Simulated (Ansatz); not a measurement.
Consider Al2GaP3 (zincblende [001] superlattice).

The cell holds 12 atoms: 2 Ga, 6 P and 4 Al. Cell: a = 3.863 Å, b = 3.863 Å, c = 16.360 Å, α = 90.0°, β = 90.0°, γ = 90.0°. It derives from GaP. Regions: GaP, 4 atoms (2 Ga and 2 P); AlP, 8 atoms (4 Al and 4 P). The structure's axis is c.

```xyz
12
Lattice="3.8634 0.0000 0.0000 0.0000 3.8634 0.0000 0.0000 0.0000 16.3597" Properties=species:S:1:pos:R:3 pbc="T T T"
Ga    0.0000    0.0000    0.6916
P     1.9317    0.0000    2.0447
Ga    1.9317    1.9317    3.3978
P     0.0000    1.9317    4.7563
Al    0.0000    0.0000    6.1196
P     1.9317    0.0000    7.4872
Al    1.9317    1.9317    8.8558
P     0.0000    1.9317   10.2245
Al    0.0000    0.0000   11.5932
P     1.9317    0.0000   12.9618
Al    1.9317    1.9317   14.3294
P     0.0000    1.9317   15.6927
```

The structure was relaxed with PBEsol. The runs that relaxed it are not among those shown.

Gaps computed with Ansatz 0.2.0 without a self-energy: PBEsol 1.39 eV and HSE06 2.20 eV.

**Question.** Estimate the G0W0@PBEsol gap with 4×4×2 mesh, 1018 empty bands, screening to 150 eV, PAW set soft_1 files.

About 2.16 eV: on its mesh the run moves the gap from 1.38 eV by +0.77 eV. A band edge moves to another state on the way. Among the scalar-relativistic levels given, HSE06 is nearest (+0.04 eV). Bands and cutoff are finite, so the gap is not at the basis limit. The miss can reach some tenths of an eV and take either sign; the mesh is an error of its own. The 4×4×2 mesh is coarse for this cell (its supercell is 15 Å along the shortest edge). The RPA ε∞ on it, from the PBEsol start, is 8.63 and 10.72; such meshes misread the long-range screening, most where the gap is narrow. The many-body steps are scalar-relativistic: spin-orbit coupling is not in them.

[Paths, hosts, dates, memory and timing lines, banners, echoed tables and standing remarks are left out of the program output.]

[Logs are printed without paths, hosts, clocks, repeated set-up lines and the standing remarks that a program may print on its own settings, such as how far it seeks lower states.]

[Runs of the session that timed out or met a known fault of the program may be left out.]

[Cells called generated may have been cut or substituted from an entry of the Crystallography Open Database or the Materials Project.]

[Hosts, paths, dates, database ids (printed as entryN), source tags and the programs' standing remarks are cut or masked in the printed files.]
